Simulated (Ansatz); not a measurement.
# (001) slab of rocksalt KF, 8.0 Å thick as cut, bare faces

Ansatz, PAW, plane waves, no spin–orbit coupling unless named; atoms relaxed with PBEsol, the curve by HSE06. The curve holds the local part of the PAW potentials, so its shape inside matter depends on the files.

```yaml
crystal:
  lattice:
    - [2.65298, 2.65298, 0.00000]
    - [-2.65298, 2.65298, 0.00000]
    - [0.00000, 0.00000, 20.95895]
  atoms:
    - { symbol: F, position: [0.49917, 0.49841, 0.31147] }
    - { symbol: F, position: [0.49962, 0.49902, 0.56348] }
    - { symbol: F, position: [0.00020, 0.99805, 0.43546] }
    - { symbol: F, position: [0.00021, 0.99929, 0.68729] }
    - { symbol: K, position: [0.99954, 0.99817, 0.31025] }
    - { symbol: K, position: [0.99975, 0.99838, 0.56246] }
    - { symbol: K, position: [0.50060, 0.49825, 0.43621] }
    - { symbol: K, position: [0.50005, 0.49851, 0.68871] }
```

Planar mean of the electrostatic potential energy along the normal, from the vacuum level:

```csv
z (Å),v (eV)
0.00,0.00
0.29,0.00
0.73,0.00
1.02,0.00
1.31,0.00
1.75,0.00
2.04,0.00
2.33,0.00
2.77,0.00
3.06,0.00
3.35,0.00
3.78,-0.01
4.08,-0.01
4.37,-0.02
4.80,-0.07
5.09,-0.18
5.53,-0.93
5.82,-3.00
6.11,-7.69
6.55,-11.12
6.84,-8.83
7.13,-4.05
7.57,-0.76
7.86,-0.52
8.15,-0.96
8.59,-5.22
8.88,-9.69
9.17,-11.13
9.61,-6.59
9.90,-2.35
10.19,-0.88
10.63,-0.69
10.92,-1.54
11.21,-4.53
11.64,-10.61
11.93,-10.72
12.23,-7.26
12.66,-1.43
12.95,-0.56
13.24,-0.54
13.68,-2.37
13.97,-6.93
14.26,-10.59
14.70,-9.38
14.99,-4.79
15.28,-1.53
15.72,-0.27
16.01,-0.09
16.45,-0.02
16.74,-0.01
17.03,0.00
17.47,0.00
17.76,0.00
18.05,0.00
18.48,0.00
18.78,0.00
19.07,0.00
19.50,0.00
19.79,0.00
20.09,0.00
20.52,0.00
20.81,0.00
```

Task: How far below the vacuum level do the top filled and the lowest empty level lie, by each functional?

Result: PBEsol: 6.05 and 0.71 eV (gap 5.34 eV, a 6×6×1 mesh); HSE06: 7.44 and 0.53 eV (gap 6.90 eV, a 4×4×1 mesh). Either level can be a surface state and not a band edge of the crystal.
